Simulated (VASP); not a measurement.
Input of a VASP 6.6.1 run:

INCAR

```
SYSTEM = MoS2
PREC = Accurate ; ENCUT = 600
EDIFF = 1E-6 ; ISMEAR = 0
SIGMA = 0.01 ; LREAL = .False.
LASPH = .True. ; NELM = 100
ALGO = Fast ; ISIF = 3
LWAVE = .False. ; LCHARG = .False.
GGA = PE ; IVDW = 12
IBRION = 2 ; NSW = 100
EDIFFG = -0.003
```

The input KPOINTS:

```
regular mesh
0
Gamma
  12 12 3
  0 0 0
```

Contents of POSCAR:

```
MoS2
1.0
    3.1690000000      0.0000000000      0.0000000000
   -1.5845000000      2.7444345046      0.0000000000
    0.0000000000      0.0000000000     12.3240000000
Mo S
2 4
Direct
    0.3333333333      0.6666666667      0.2500000000
    0.6666666667      0.3333333333      0.7500000000
    0.3333333333      0.6666666667      0.6230000000
    0.6666666667      0.3333333333      0.1230000000
    0.3333333333      0.6666666667      0.8770000000
    0.6666666667      0.3333333333      0.3770000000
```

Potentials or basis: VASP PAW PBE potentials, release 64 (Mo_sv, S).

Command:

```console
$ cat potpaw_PBE.64/Mo_sv/POTCAR potpaw_PBE.64/S/POTCAR > POTCAR
$ mpirun -np 1 vasp_std > vasp.out
```

(1) Estimate the relaxed cell.

(2) What does it give for the band gap on the k mesh?

Answers

(1) a = 3.149 Å, b = 3.149 Å, c = 12.087 Å, α = 90.00°, β = 90.00°, γ = 120.00°.

(2) 0.80 eV, indirect (least direct gap 1.71 eV).

Caveat: an odd mesh through Γ misses points on the zone boundary, where band edges often lie.
